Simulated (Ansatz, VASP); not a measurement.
## Ge in VASP and in Ansatz

```
CELL_PARAMETERS angstrom
0.00000 2.88054 2.88054
2.88054 0.00000 2.88054
2.88054 2.88054 0.00000
ATOMIC_POSITIONS crystal
Ge 0.00000 0.00000 0.00000
Ge 0.25000 0.25000 0.25000
```

Alike in both runs: functional PBE; k mesh 14 × 14 × 14; occupations gaussian, width 0.1 eV; no spin polarisation.

Ansatz relaxed the structure, and its values are those at the end. VASP's run is a single point on that final structure, the one shown.

|  | VASP | Ansatz |
| --- | --- | --- |
| version | VASP 6.6.1 | Ansatz 0.2.0 |
| potentials or method | VASP PAW PBE potentials, release 64 (Ge_d) | scalar-relativistic, plane waves, PAW |
| plane-wave cutoff (eV) | 520 | 420 |
| valence electrons in the cell | 28 | 28 |

|  | VASP | Ansatz | Ansatz less VASP |
| --- | --- | --- | --- |
| gap on the k mesh at the Fermi level (eV) | none | none | - |
| pressure (GPa) | 0.0 | 0.0 | +0.05 |

A gap of «none» marks a metal or a gap that the smearing closes. The functional is the same, so the differences come from potentials, cutoffs and numerics.

Caveats: this crystal is a semiconductor, whose small gap the functional closes, so the metal is an error of the method.
